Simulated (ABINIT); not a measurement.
**PbS (Galena): equation of state with PBE**

PbS (Galena):

```
Pb S
1.0
     0.00000    2.96575    2.96575
     2.96575    0.00000    2.96575
     2.96575    2.96575    0.00000
Pb S
1 1
Direct
  0.00000 0.00000 0.00000
  0.50000 0.50000 0.50000
```

```
Program             : ABINIT 10.8.3 (patched build)
Task                : equation of state
Functional          : PBE
Potentials or basis : JTH PAW PBE v2.0
Cutoff              : 599 eV
k mesh              : 8 × 8 × 8
Occupations         : fermi-dirac, width 0.05 eV
Spin                : no spin polarisation
```

```
Equilibrium volume                      : 27.16 Å³/atom
Bulk modulus                            : 52 GPa
Pressure derivative of the bulk modulus : 4.4
```

Energy against volume, from the lowest point:
```
volume (Å³/atom)  energy (meV/atom)
          24.521              49.79
          25.042              30.85
          25.564              16.85
          26.086               7.34
          26.607               1.83
          27.129               0.00
          27.651               1.39
```

Run time: 3 min on 1 thread of Arm Neoverse V1 (shared host), peak memory 0.17 GiB.

Caveat: pressures at fixed basis lie under the slope of the energies. Zero-point motion and thermal expansion aren't in these numbers.
